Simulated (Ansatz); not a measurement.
The crystal is BeS (honeycomb bilayer).

The cell holds 4 atoms: 2 Be and 2 S. Cell: a = 3.425 Å, b = 3.425 Å, c = 31.100 Å, α = 90.0°, β = 90.0°, γ = 120.0°. Regions: layer 1 (BeS-hc), 2 atoms (1 Be and 1 S); layer 2 (BeS-hc), 2 atoms (1 Be and 1 S). Vacuum lies along c.

```xyz
4
Lattice="3.4248 0.0000 0.0000 -1.7124 2.9660 0.0000 0.0000 0.0000 31.1000" Properties=species:S:1:pos:R:3
Be    0.0000    1.9773   13.5875
S     1.7124    0.9887   13.5806
Be    0.0000    1.9773   17.5125
S     1.7124    0.9887   17.5194
```

The structure was relaxed with PBEsol-D3(BJ). The runs that relaxed it are not among those shown. PAW set soft_2, made with PBE.

Gaps computed with Ansatz 0.2.0 without a self-energy: PBEsol 3.51 eV and HSE06 4.66 eV.

What gap should G0W0 on PBEsol give (6×6×1 mesh, 465 empty bands, screening to 75 eV, default PAW files)?

About 5.67 eV: on its mesh the run moves the gap from 3.51 eV by +2.16 eV. Among the scalar-relativistic levels given, HSE06 is nearest (−1.01 eV). Bands and cutoff are finite, so the gap is not at the basis limit. The miss can reach some tenths of an eV and take either sign; the mesh is an error of its own. The mesh in the plane is coarse for a sheet; gap and any exciton binding can still move on denser ones.

[Paths, hosts, dates, memory and timing lines, banners, echoed tables and standing remarks are left out of the program output.]

[Logs are printed without paths, hosts, clocks, repeated set-up lines and the standing remarks that a program may print on its own settings, such as how far it seeks lower states.]

[Runs of the session that timed out or met a known fault of the program may be left out.]

[Cells called generated may have been cut or substituted from an entry of the Crystallography Open Database or the Materials Project.]

[Hosts, paths, dates, database ids (printed as entryN), source tags and the programs' standing remarks are cut or masked in the printed files.]
